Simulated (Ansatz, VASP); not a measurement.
# Two plane-wave programs on In

```
In
1.0
    -1.75015    1.75015    1.75015
     1.75015   -1.75015    1.75015
     1.75015    1.75015   -1.75015
In
1
Direct
  0.00000 0.00000 0.00000
```

The cell was built by a generator and needn't be a form met in nature.

Alike in both runs: task relaxation of cell and atoms; functional r2SCAN; k mesh 10 × 10 × 10; occupations fermi-dirac, width 0.05 eV; no spin polarisation.

```csv
,VASP,Ansatz
version,VASP 6.6.1,Ansatz 0.2.0
potentials or method,"VASP PAW PBE potentials, release 64 (In_d)",PAW plane waves
plane-wave cutoff (eV),600,500
valence electrons in the cell,13,13
```

VASP gave:

- relaxed volume (Å³/atom): 26.60
- relaxed cell length with the largest relative difference (Å): 3.257
- energy change over the relaxation (meV/atom): -196

Estimate Ansatz's values.

relaxed volume (Å³/atom): 26.53; relaxed cell length with the largest relative difference (Å): 3.254; energy change over the relaxation (meV/atom): -193.

Caveats: the volume moved by over 15 % at a fixed basis, so the end points are rough; the PAW data sets were made with another functional, which shifts forces and pressure a little (VASP).
